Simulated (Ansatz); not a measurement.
## Phases of Lu at 6.6 GPa

Structure types of Lu are relaxed in primitive cells with their symmetry kept at 6.6 GPa, first on PAW files, then by LAPW. The enthalpy is E + pV at zero temperature, without zero-point motion. Only the types listed were tried, and differences under about 5 meV/atom are mesh noise.

All numbers are PBE results (scalar-relativistic) from Ansatz 0.2.0, with Fermi–Dirac smearing of 0.05 eV, no spin polarisation. Methods: LAPW: all electrons, basis error target 0.5 meV/atom; PAW: frozen-core files, cutoff 420 eV.

k meshes: fcc 14×14×14, bcc 15×15×15, hcp 13×13×7, simple hexagonal 14×14×13, diamond 11×11×11, omega 7×7×10.

Spin–orbit coupling is left out, which matters for the heavy atoms.

Question: Order the types by LAPW enthalpy, lowest first.
A. diamond
B. simple hexagonal
C. omega
D. hcp
E. fcc
F. bcc

Answer: D (0 meV/atom), E (29 meV/atom), C (83 meV/atom), F (155 meV/atom), B (546 meV/atom), A (2509 meV/atom).

```
      start type                   ends as          a, b, c (Å)  V (Å³/atom)  H − H(lowest), LAPW (meV/atom)  same, PAW
             fcc                fcc, Fm-3m  4.676, 4.676, 4.676        25.55                            29.2       29.2
             bcc                bcc, Im-3m  3.739, 3.739, 3.739        26.14                           154.8      154.8
             hcp             hcp, P6_3/mmc  3.377, 3.377, 5.252        25.93                             0.0        0.0
simple hexagonal  simple hexagonal, P6/mmm  3.165, 3.165, 3.081        26.73                           546.5      546.4
         diamond            diamond, Fd-3m  6.361, 6.361, 6.361        32.18                          2509.3     2509.1
           omega             omega, P6/mmm  5.215, 5.215, 3.265        25.64                            83.4       83.3
```

Question: Split the lead of hcp over fcc into energy and pV.

Answer: For fcc less hcp: ΔE = +44.6 meV/atom, and p·ΔV = 6.6 GPa × -0.3731 Å³ × 6.242 meV/(GPa·Å³) = -15.4 meV/atom, together 29.2 meV/atom. hcp wins by its internal energy, though it is the less dense.

Question: Would fcc gain on hcp at higher pressure?

Answer: Yes: dH/dp = V, and its volume is smaller by 0.37 Å³/atom. Held constant, that would close the gap after about 13 GPa more, a rough figure, since the volume difference changes with pressure.
